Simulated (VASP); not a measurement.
## TePt: elastic constants with PBEsol

Crystal: TePt.

```xyz
2
Lattice="3.9549 0.0000 0.0000 -1.9774 3.4250 0.0000 0.0000 0.0000 3.8598" Properties=species:S:1:pos:R:3 pbc="T T T"
Pt    0.0000    0.0000    0.0000
Te    1.9774    1.1417    1.9299
```

Measurements of this composition are mostly on another form, of space group No. 166.

```
Program                   : VASP 6.6.1
Task                      : elastic constants
Functional                : PBEsol
Potentials or basis       : VASP PAW PBE potentials, release 64 (Pt, Te)
Cutoff                    : 600 eV
k mesh                    : 6 × 6 × 5
Occupations               : gaussian, width 0.02 eV
Spin                      : no spin polarisation
Ions in elastic constants : relaxed
Further INCAR settings    : ALGO = Normal; EDIFF = 1e-08; IBRION = 6; POTIM = 0.015; NSW = 1; ISIF = 3
```

* Relaxed volume: 21.54 Å³/atom
* Relaxed cell: a = 3.758 Å, b = 3.758 Å, c = 3.523 Å, α = 90.00°, β = 90.00°, γ = 120.00°
* Space group after relaxing (to 0.05 Å): P-6m2 (No. 187)
* Voigt bulk modulus: 128 GPa
* Highest phonon frequency at Γ, LO-TO splitting left out: 88 cm⁻¹

The path:
| step | energy change (eV) | largest force (eV/Å) | pressure (GPa) | volume (Å³) |
| --- | --- | --- | --- | --- |
| 1 | 0.0000 | 0.0000 | -15.33 | 52.28 |
| 2 | 0.2194 | 0.0000 | 39.79 | 35.52 |
| 3 | -0.5639 | 0.0000 | -0.99 | 43.31 |
| 4 | -0.5651 | 0.0000 | -0.22 | 43.05 |
| 5 | -0.5651 | 0.0000 | 0.32 | 42.87 |
| 6 | -0.5656 | 0.0000 | -0.31 | 43.11 |
| 7 | -0.5656 | 0.0000 | -0.33 | 43.12 |
| 8 | -0.5660 | 0.0000 | -0.19 | 43.10 |
| 9 | -0.5662 | 0.0000 | -0.08 | 43.09 |
| 10 | -0.5661 | 0.0000 | 0.14 | 43.06 |
| 11 | -0.5662 | 0.0000 | 0.00 | 43.08 |

Final structure:
```xyz
2
Lattice="3.7575 0.0000 0.0000 -1.8788 3.2541 0.0000 0.0000 0.0000 3.5231" Properties=species:S:1:pos:R:3 pbc="T T T"
Pt    0.0000    0.0000    0.0000
Te    1.8788    1.0847    1.7615
```

Phonon frequencies in cm⁻¹ (negative: imaginary):
```csv
q point,frequencies
"(0.000, 0.000, 0.000)",-18 -18 0 0 0 88
```

Elastic tensor in Voigt notation (GPa, in the Cartesian axes of the cell as first typed):
```
113 116 121   0   0   0
116 113 121   0   0   0
121 121 209   0   0   0
  0   0   0 -30   0   0
  0   0   0   0 -30   0
  0   0   0   0   0  -2
```

Clamped-ion elastic tensor (GPa):
```
113 116 121   0   0   0
116 113 121   0   0   0
121 121 209   0   0   0
  0   0   0 -30   0   0
  0   0   0   0 -30   0
  0   0   0   0   0  -2
```

Run time: 10 min on 1 thread of AMD EPYC 7R43 64-Core Processor (Zen 3), with other jobs on the host, peak memory 0.2 GiB.

Caveat: some modes are imaginary; the volume moved by over 15 % at a fixed basis, so the end points are rough; the elastic tensor has a negative eigenvalue, so either the cell is unstable as it stands or the mesh is too thin; the PAW data sets were made with another functional, which shifts forces and pressure a little. The run has no spin-orbit coupling, so splittings on Pt, Te are missing.
